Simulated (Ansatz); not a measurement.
# Ti: a jump of B

Computed with DFT PBEsol, scalar-relativistic, plane waves, PAW (Ansatz 0.2.0). Settings: 420 eV cutoff, 4×4×4 k-mesh, shifted by half a step, Gaussian smearing of 0.10 eV, no spin polarisation.

In a supercell of 18 host sites, interstitial B hops to an equivalent place, moving 2.51 Å between the relaxed ends. Climbing-image nudged elastic band at fixed cell with images 0 (start) to 6 (end), the path measured over all atoms, converged to 0.05 eV/Å; the order of the saddle wasn't checked, and the small cell leaves errors of about a tenth of an eV.

Command:

```bash
ansatz run input.yaml --threads 4 --pin off --max-ram 8192MiB --backend cpu --events-out ev --progress --plain --runs-dir out
```

Input:

```yaml
crystal:
  lattice:
    - [4.3506528002, -2.5118505654, -4.5909904469]
    - [-4.3506528002, -2.5118505654, -4.5909904469]
    - [0.0, 5.0237011307, -4.5909904469]
  atoms:
    - { symbol: Ti, position: [0.1490577845, 0.4673598524, 0.1379182574] }
    - { symbol: Ti, position: [0.7972212312, 0.4839829944, 0.4831643135] }
    - { symbol: Ti, position: [0.5014750998, 0.1318549821, 0.1313542578] }
    - { symbol: Ti, position: [0.472396501, 0.4758285728, 0.8037740647] }
    - { symbol: Ti, position: [0.1484206745, 0.1378320803, 0.468010178] }
    - { symbol: Ti, position: [0.7979338828, 0.7760772832, 0.1404256204] }
    - { symbol: Ti, position: [0.7957785168, 0.1414123425, 0.7745217069] }
    - { symbol: Ti, position: [0.4719671161, 0.8050235101, 0.4746153687] }
    - { symbol: Ti, position: [0.1344618327, 0.806087601, 0.806526187] }
    - { symbol: Ti, position: [0.2117396006, 0.1935492426, 0.8654123197] }
    - { symbol: Ti, position: [0.860699602, 0.2231545473, 0.2241630979] }
    - { symbol: Ti, position: [0.5387924878, 0.855747197, 0.8561909935] }
    - { symbol: Ti, position: [0.5204889838, 0.203185451, 0.5230180408] }
    - { symbol: Ti, position: [0.209528992, 0.8663914646, 0.1925444653] }
    - { symbol: Ti, position: [0.8686209998, 0.5150040338, 0.8645028313] }
    - { symbol: Ti, position: [0.8681543718, 0.8636586257, 0.5172049451] }
    - { symbol: Ti, position: [0.5211123784, 0.5243517421, 0.202231874] }
    - { symbol: Ti, position: [0.1942701657, 0.5307188959, 0.529964873] }
    - { symbol: B, position: [-0.0294568501, 0.0175402725, 0.0138526898] }
basis:
  ecutwfc: 420
  xc_grid: 2
kpoints:
  mp_grid: { grid: [4, 4, 4], shift: [0.5, 0.5, 0.5] }
hamiltonian:
  xc: pbesol
scf:
  occupations: { method: gaussian, width: 0.1 }
output:
  forces: true
neb:
  images: 5
  f_tol: 0.05
  max_iterations: 70
  order_check: false
  final_atoms:
    - { symbol: Ti, position: [0.1346768446, 0.4817540079, 0.1378320803] }
    - { symbol: Ti, position: [0.8045849241, 0.4823911179, 0.4673598524] }
    - { symbol: Ti, position: [0.4411883735, 0.1291118502, 0.1414123425] }
    - { symbol: Ti, position: [0.4731928537, 0.467795166, 0.806087601] }
    - { symbol: Ti, position: [0.1498309802, 0.1305545645, 0.4839829944] }
    - { symbol: Ti, position: [0.7980209244, 0.8348084331, 0.1318549821] }
    - { symbol: Ti, position: [0.8070922871, 0.1312672161, 0.7760772832] }
    - { symbol: Ti, position: [0.4704407314, 0.8057298343, 0.4758285728] }
    - { symbol: Ti, position: [0.1412820353, 0.8053004494, 0.8050235101] }
    - { symbol: Ti, position: [0.1838716118, 0.2014877051, 0.8636586257] }
    - { symbol: Ti, position: [0.8908297646, 0.1940329353, 0.2231545473] }
    - { symbol: Ti, position: [0.5228576602, 0.8721258211, 0.855747197] }
    - { symbol: Ti, position: [0.5311694979, 0.2019543332, 0.5150040338] }
    - { symbol: Ti, position: [0.1896847075, 0.8538223171, 0.203185451] }
    - { symbol: Ti, position: [0.859211132, 0.5428623253, 0.8663914646] }
    - { symbol: Ti, position: [0.8688985406, 0.8544457117, 0.5243517421] }
    - { symbol: Ti, position: [0.5320789864, 0.5450729339, 0.1935492426] }
    - { symbol: Ti, position: [0.1966315396, 0.527603499, 0.5307188959] }
    - { symbol: B, position: [-0.3194806435, 0.3038764833, 0.0175402725] }
```

Course of the band:

```tsv
iteration	largest band force (eV/Å)	climbing image	energies over image 0 (eV)
1	9.449	none	0.000 1.027 3.524 5.211 3.500 1.018 0.000
2	5.556	none	0.000 0.464 1.896 2.985 1.853 0.437 0.000
3	1.968	none	0.000 0.218 1.081 1.560 1.004 0.161 0.000
4	0.481	3	0.000 0.178 0.904 1.260 0.850 0.134 0.000
5	0.164	3	0.000 0.148 0.815 1.169 0.831 0.137 0.000
6	0.099	3	0.000 0.155 0.826 1.162 0.801 0.128 0.000
7	0.039	3	0.000 0.155 0.817 1.160 0.806 0.131 0.000
```

Final band:

| image | path (Å) | E − E(0) (eV) | B x (Å) | B y (Å) | B z (Å) | force on B (eV/Å) |
| --- | --- | --- | --- | --- | --- | --- |
| 0 | 0.00 | 0.000 | -0.204 | 0.100 | -0.009 | 0.01 |
| 1 | 0.59 | 0.155 | -0.534 | -0.001 | -0.014 | 0.60 |
| 2 | 1.17 | 0.817 | -0.966 | 0.000 | -0.010 | 0.84 |
| 3 | 1.76 | 1.160 | -1.447 | 0.001 | -0.006 | 0.04 |
| 4 | 2.36 | 0.806 | -1.944 | 0.002 | -0.011 | 0.85 |
| 5 | 2.97 | 0.131 | -2.387 | 0.003 | -0.014 | 0.55 |
| 6 | 3.57 | 0.000 | -2.712 | 0.127 | -0.009 | 0.01 |

Barrier 1.16 eV. The run took 19 min on 4 threads of Intel(R) Xeon(R) Platinum 8488C (Sapphire Rapids) (shared host), peak memory 4.4 GiB.